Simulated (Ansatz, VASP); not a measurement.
## KCl in VASP and in Ansatz

```xyz
2
Lattice="0.0000 3.1889 3.1889 3.1889 0.0000 3.1889 3.1889 3.1889 0.0000" Properties=species:S:1:pos:R:3 pbc="T T T"
K     0.0000    0.0000    0.0000
Cl    3.1889    3.1889    3.1889
```

Alike in both runs: functional PBE; k mesh 6 × 6 × 6; occupations gaussian, width 0.02 eV; no spin polarisation.

Ansatz relaxed the structure, and its values are those at the end. VASP's run is a single point on that final structure, the one shown.

|  | VASP | Ansatz |
| --- | --- | --- |
| version | VASP 6.6.1 | Ansatz 0.2.0 |
| potentials or method | VASP PAW PBE potentials, release 64 (K_sv, Cl) | scalar-relativistic, plane waves, PAW |
| plane-wave cutoff (eV) | 520 | 420 |
| valence electrons in the cell | 16 | 16 |

```tsv
	VASP	Ansatz	Ansatz less VASP
gap on the k mesh at the Fermi level (eV)	5.05	5.05	+0.002
least direct gap on the mesh (eV)	5.05	5.05	+0.002
pressure (GPa)	0.0	0.0	-0.02
```
